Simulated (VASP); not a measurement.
A run of VASP 6.6.1 is set up as follows.

Contents of INCAR:

```
SYSTEM = LiCl
ALGO     = Fast           ! electronic algorithm
EDIFF    = 1E-6           ! SCF threshold, eV
ENCUT    = 520            ! plane-wave cutoff, eV
GGA      = PS             ! functional
ISIF     = 2              ! what is computed and relaxed
ISMEAR   = 0              ! smearing method
LASPH    = .TRUE.         ! aspherical terms in the spheres
LCHARG   = .FALSE.        ! write CHGCAR
LREAL    = .FALSE.        ! projectors in reciprocal space
LWAVE    = .FALSE.        ! write WAVECAR
NBANDS   = 12             ! bands
NELM     = 100            ! most SCF steps
PREC     = Accurate       ! precision mode
SIGMA    = 0.01           ! smearing width, eV
```

File KPOINTS:

```
k-points
0
G
  6 6 6
  0 0 0
```

The input POSCAR:

```
LiCl
1.0
    0.0168780000      2.5296190000      2.5447930000
    2.6223680000     -0.0219260000      2.5835960000
    2.5863050000      2.5323600000      0.0141370000
Cl Li
1 1
Direct
    0.5041504738      0.4945212803      0.4970787156
   -0.0211997276      0.0279854017      0.0149215916
```

Potentials or basis: VASP PAW PBE potentials, release 64 (Cl, Li_sv).

Command:

```console
$ cat potpaw_PBE.64/Cl/POTCAR potpaw_PBE.64/Li_sv/POTCAR > POTCAR
$ mpirun -np 1 vasp_std > vasp.out
```

What does it give for the band gap on the k mesh?

6.07 eV, direct.

Estimate the largest force.

0.082 eV/Å.

Forces on the atoms (eV/Å):
```
Cl   0.079 -0.016  0.015
Li  -0.079  0.016 -0.015
```

Caveat: the PAW data sets were made with another functional, which shifts forces and pressure a little. A k mesh can miss the band edges.
